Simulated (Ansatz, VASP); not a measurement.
**Two plane-wave programs on BaS**

```
Ba S
1.0
     3.78673   -0.04703   -0.04703
    -0.04703    3.78673   -0.04703
    -0.04703   -0.04703    3.78673
Ba S
1 1
Cartesian
  0.0000 0.0000 0.0000
  1.8463 1.8463 1.8463
```

Change from the starting cell: shear_111 strain -3.7%.

Alike in both runs: task single point; functional PBE; k mesh 6 × 6 × 6; occupations fermi-dirac, width 0.02 eV; no spin polarisation.

|  | VASP | Ansatz |
| --- | --- | --- |
| version | VASP 6.6.1 | Ansatz 0.2.0 |
| potentials or method | VASP PAW PBE potentials, release 64 (Ba_sv, S) | plane waves, PAW |
| plane-wave cutoff (eV) | 520 | 420 |
| valence electrons in the cell | 16 | 16 |

|  | VASP | Ansatz | Ansatz less VASP |
| --- | --- | --- | --- |
| gap on the k mesh at the Fermi level (eV) | 1.38 | 1.52 | +0.142 |
| pressure (GPa) | 3.4 | 2.3 | -1.08 |
| largest component of the traceless stress (GPa) | 0.53 | 0.45 | -0.073 |

Caveats: spin-orbit coupling is left out, which moves the levels of the heavy elements. A k mesh can miss the band edges.
